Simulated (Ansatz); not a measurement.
# NiO2: the cost of one run

Method: DFT r2SCAN, scalar-relativistic, plane waves, PAW, in Ansatz 0.2.0.

2 further runs of the same task are left out: 2 that didn't finish. Runs told in other sessions of the task aren't counted.

### 1 Starting point

Symmetry: R-3m, No. 166, trigonal system. Conventional cell: a = 2.821 Å, b = 2.821 Å, c = 15.960 Å, α = 90.00°, β = 90.00°, γ = 120.00°. Ni (site symmetry -3m) is surrounded by 6 O at 1.88 Å. Around O (site symmetry 3m) lie 3 Ni at 1.88 Å.

As a file:

```cif
data_structure
_symmetry_space_group_name_H-M 'P 1'
_symmetry_Int_Tables_number 1
_cell_length_a 5.5636
_cell_length_b 5.5636
_cell_length_c 5.5636
_cell_angle_alpha 29.376
_cell_angle_beta 29.376
_cell_angle_gamma 29.376
_cell_volume 36.67
loop_
_atom_site_label
_atom_site_type_symbol
_atom_site_fract_x
_atom_site_fract_y
_atom_site_fract_z
_atom_site_occupancy
Ni1 Ni 0.00000 0.00000 0.00000 1
O1 O 0.72568 0.72568 0.72568 1
O2 O 0.27432 0.27432 0.27432 1
```

The cell was relaxed beforehand at this level, from a generated guess; it needn't be the stable form of this composition. At a tolerance of 0.02 Å it has space group R-3m (No. 166); it has 12.22 Å³/atom, an uncorrected energy of -0.70 eV/atom over the elements and, on its mesh, gap 1.15 eV.

### 2 Level of theory: r2SCAN

Input file input.yaml:

```yaml
crystal:
  lattice:
    - [1.4106719793, 0.814451847, 5.3198488177]
    - [-1.4106719793, 0.814451847, 5.3198488177]
    - [0.0, -1.6289036939, 5.3198488177]
  atoms:
    - { symbol: Ni, position: [0.0, 0.0, 0.0] }
    - { symbol: O, position: [0.7256797875, 0.7256797875, 0.7256797875] }
    - { symbol: O, position: [0.2743202125, 0.2743202125, 0.2743202125] }
basis:
  ecutwfc: 500
kpoints:
  mp_grid: { grid: [12, 12, 12] }
  band_path:
    path:
      - [[0.0, 0.0, 0.0], [0.5, 0.5, 0.5], [0.81770758, 0.18229242, 0.5]]
      - [[0.5, -0.18229242, 0.18229242], [0.5, 0.0, 0.0], [0.0, 0.0, 0.0], [0.34114621, -0.34114621, 0.0]]
      - [[0.65885379, 0.0, 0.34114621], [0.5, 0.0, 0.5], [0.0, 0.0, 0.0]]
    npoints: 14
hamiltonian:
  xc: r2scan
scf:
  occupations: { method: gaussian, width: 0.02 }
  n_extra_bands: 7
output:
  forces: true
  stress: true
  eigenvalues: true
  populations: true
  dos: { projected: true, de: 0.02, nscf_kmesh: { grid: [18, 18, 18] } }
  bader: true
  write_density: true
  write_potential: true
  elf: true
  volumetric_format: npy
```

Command:

```
$ ansatz run input.yaml --threads 1 --pin off --max-ram 2560MiB --backend cpu --events-out ev --progress --plain --runs-dir out
```

Q: Estimate wall time and peak memory on 1 thread of Arm Neoverse V2, shared host.

About 67 s, with a peak of 0.65 GiB.
